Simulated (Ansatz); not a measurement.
# Fe (simple hexagonal type): how the settings move a single-point run

How sensitive is a single-point run of Fe (simple hexagonal type) to its settings? A reference run comes first, then one run with altered input.

Computed with Ansatz 0.2.0 (reference: DFT, PBE, PAW with Ansatz's default frozen-core files, scalar-relativistic, unless a step's input says otherwise).

1 further run of the same task is left out (it didn't finish).

## (1) The starting structure

The structure is hexagonal, space group P6/mmm (No. 191). The conventional cell has a = 2.393 Å, b = 2.393 Å, c = 2.301 Å, α = 90.00°, β = 90.00°, γ = 120.00°. Fe (site symmetry 6/mmm) has 8 Fe at 2.30 to 2.39 Å as nearest neighbours.

Structure file:

```cif
data_structure
_symmetry_space_group_name_H-M 'P 1'
_symmetry_Int_Tables_number 1
_cell_length_a 2.3927
_cell_length_b 2.3927
_cell_length_c 2.3010
_cell_angle_alpha 90.000
_cell_angle_beta 90.000
_cell_angle_gamma 120.000
_cell_volume 11.41
loop_
_atom_site_label
_atom_site_type_symbol
_atom_site_fract_x
_atom_site_fract_y
_atom_site_fract_z
_atom_site_occupancy
Fe1 Fe 0.00000 0.00000 0.00000 1
```

## (2) The reference run

Contents of input.yaml:

```yaml
crystal:
  lattice:
    - [2.3927441694, 0.0, 0.0]
    - [-1.1963720847, 2.0721772354, 0.0]
    - [0.0, 0.0, 2.3009888452]
  atoms:
    - { symbol: Fe, position: [0.0, 0.0, 0.0], spin: 2.5 }
magnetization:
  spin_polarized: true
kpoints:
  mp_grid: { grid: [18, 18, 16] }
scf:
  occupations: { method: fermi_dirac, width: 0.08 }
hamiltonian:
  xc: pbe
  pseudopotentials: { kind: paw }
output:
  forces: true
  stress: true
  eigenvalues: true
  populations: true
```

Started as:

```bash
$ ansatz run input.yaml --threads 1 --pin off --max-ram 3072MiB --backend cpu --events-out ev --progress --plain --runs-dir out
```

## (3) Changing settings: occupations.method tetrahedron_uncorrected, width left out

input.yaml: that of step 2 with these lines changed.

```diff
@@ -12,3 +12,3 @@
 scf:
-  occupations: { method: fermi_dirac, width: 0.08 }
+  occupations: { method: tetrahedron_uncorrected }
 hamiltonian:
@@ -21 +21,5 @@
   populations: true
+  write_density: true
+  write_potential: true
+  elf: true
+  volumetric_format: npy
```

What does the calculation give? Wanted: for each run, ending; energy change; pressure; abs. moment; force.

As calculated:

| run | ending | energy change | pressure (GPa) | abs. moment (μB) | force (eV/Å) | cycles | time |
| --- | --- | --- | --- | --- | --- | --- | --- |
| reference | converged | 0 | 15.4 | 2.15 | 0.00 | 9 | 8.9 s |
| 1: occupations.method tetrahedron_uncorrected, width left out | converged | +24.2 meV/atom (σ→0) | 16.2 | 2.18 | 0.00 | 17 | 14 s |

Times don't compare one to one where runs were asked for different outputs or read a saved state (see the inputs); cycles may leave out searches for a lower state.

Residual by cycle in the longest SCF loop of each run; runs are numbered as in the table. The quantity is the density residual dr2, in eV.

| cycle | reference | run 1 |
| --- | --- | --- |
| 1 | 1.29 | 0.123 |
| 2 | 0.0857 | 0.0458 |
| 4 | 0.00765 | 2.6e-4 |
| 5 | 2.3e-4 | 1.4e-4 |
| 7 | 1.9e-7 | 4.7e-6 |
| 8 | 3.6e-8 | 8.7e-6 |
| 10 | - | 4.6e-6 |
| 11 | - | 4.1e-6 |
| 13 | - | 2.3e-4 |
| 14 | - | 2.9e-7 |
| 16 | - | 7.1e-11 |
| 17 | - | 2.9e-11 |

What this shows: Changing the smearing moves the energy by +24.2 meV/atom (σ→0 values), and the pressure goes from 15.4 to 16.2 GPa. The structure is not at rest: the sound run finds 15 GPa, so these are no properties of the relaxed crystal. 
